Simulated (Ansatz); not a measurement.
A relaxation computed with Ansatz, from input to last step.

```yaml
crystal:
  lattice:
    - [3.4940474755, 0.0, 0.0]
    - [0.0, 3.4940474755, 0.0]
    - [0.0, 0.0, 4.9926969846]
  atoms:
    - { symbol: Zr, position: [0.0, 0.0, 0.0] }
    - { symbol: Zr, position: [0.5, 0.5, 0.5] }
    - { symbol: O, position: [0.0, 0.5, 0.2151233247] }
    - { symbol: O, position: [0.0, 0.5, 0.7151233247] }
    - { symbol: O, position: [0.5, 0.0, 0.2848766753] }
    - { symbol: O, position: [0.5, 0.0, 0.7848766753] }
basis:
  ecutwfc: 420
kpoints:
  mp_grid: { grid: [6, 6, 6] }
hamiltonian:
  xc: pbe
scf:
  occupations: { method: gaussian, width: 0.02 }
output:
  forces: true
  stress: true
  eigenvalues: true
relax:
  adjacent_minimum: "off"
  f_tol: 0.01
  max_steps: 30
  cell: { stress_tol: 0.1, fix: [volume] }
```

```bash
ansatz run input.yaml --threads 2 --pin off --max-ram 5120MiB --backend cpu --events-out ev --progress --plain --runs-dir out
```

These are results of DFT PBE, scalar-relativistic, plane waves, PAW in Ansatz, not measurements.

The volume is held at 0.88 times that of the relaxed cell.

Of 6 frames 5 are shown, positions in Å and forces in eV/Å; the SCF threshold varies from step to step. Steps run on the plane waves of an earlier cell, with a Pulay correction in the pressure. The basis is chosen afresh for the last frame, the zero of the energies, and at times for earlier ones too; energy and pressure step there, also at an unchanged geometry.

```xyz
6
Lattice="3.4940 0.0000 0.0000 0.0000 3.4940 0.0000 0.0000 0.0000 4.9927" Properties=species:S:1:pos:R:3:forces:R:3 pbc="T T T" step=1 free_energy_over_end_meV_per_atom=1.80 pressure_GPa=30.64
Zr    0.0000    0.0000    0.0000    0.0000    0.0000    0.0000
Zr    1.7470    1.7470    2.4963    0.0000    0.0000    0.0000
O     0.0000    1.7470    1.0740    0.0000    0.0000    0.1322
O     0.0000    1.7470    3.5704    0.0000    0.0000    0.1322
O     1.7470    0.0000    1.4223    0.0000    0.0000   -0.1322
O     1.7470    0.0000    3.9187    0.0000    0.0000   -0.1322
6
Lattice="3.4969 0.0000 0.0000 0.0000 3.4969 0.0000 0.0000 0.0000 4.9847" Properties=species:S:1:pos:R:3:forces:R:3 pbc="T T T" step=2 free_energy_over_end_meV_per_atom=1.24 pressure_GPa=30.34
Zr    0.0000    0.0000    0.0000    0.0000    0.0000    0.0000
Zr    1.7484    1.7484    2.4923    0.0000    0.0000    0.0000
O     0.0000    1.7484    1.0790    0.0000    0.0000    0.1104
O     0.0000    1.7484    3.5713    0.0000    0.0000    0.1104
O     1.7484    0.0000    1.4134    0.0000    0.0000   -0.1104
O     1.7484    0.0000    3.9057    0.0000    0.0000   -0.1104
6
Lattice="3.4977 0.0000 0.0000 0.0000 3.4977 0.0000 0.0000 0.0000 4.9824" Properties=species:S:1:pos:R:3:forces:R:3 pbc="T T T" step=3 free_energy_over_end_meV_per_atom=0.05 pressure_GPa=29.23
Zr    0.0000    0.0000    0.0000    0.0000    0.0000    0.0000
Zr    1.7488    1.7488    2.4912    0.0000    0.0000    0.0000
O     0.0000    1.7488    1.1088    0.0000    0.0000    0.0142
O     0.0000    1.7488    3.6000    0.0000    0.0000    0.0142
O     1.7488    0.0000    1.3824    0.0000    0.0000   -0.0142
O     1.7488    0.0000    3.8737    0.0000    0.0000   -0.0142
6
Lattice="3.5004 0.0000 0.0000 0.0000 3.5004 0.0000 0.0000 0.0000 4.9747" Properties=species:S:1:pos:R:3:forces:R:3 pbc="T T T" step=4 free_energy_over_end_meV_per_atom=0.00 pressure_GPa=29.03
Zr    0.0000    0.0000    0.0000    0.0000    0.0000    0.0000
Zr    1.7502    1.7502    2.4874    0.0000    0.0000    0.0000
O     0.0000    1.7502    1.1129    0.0000    0.0000    0.0048
O     0.0000    1.7502    3.6002    0.0000    0.0000    0.0048
O     1.7502    0.0000    1.3745    0.0000    0.0000   -0.0048
O     1.7502    0.0000    3.8618    0.0000    0.0000   -0.0048
6
Lattice="3.4997 0.0000 0.0000 0.0000 3.4997 0.0000 0.0000 0.0000 4.9767" Properties=species:S:1:pos:R:3:forces:R:3 pbc="T T T" step=6 free_energy_over_end_meV_per_atom=0.00 pressure_GPa=28.97
Zr    0.0000    0.0000    0.0000    0.0000    0.0000    0.0000
Zr    1.7498    1.7498    2.4883    0.0000    0.0000    0.0000
O     0.0000    1.7498    1.1149    0.0000    0.0000    0.0003
O     0.0000    1.7498    3.6032    0.0000    0.0000    0.0003
O     1.7498    0.0000    1.3735    0.0000    0.0000   -0.0003
O     1.7498    0.0000    3.8618    0.0000    0.0000   -0.0003
```

The run took 13 s on 2 threads of Arm Neoverse V1, with other jobs on the host, peak memory 0.37 GiB.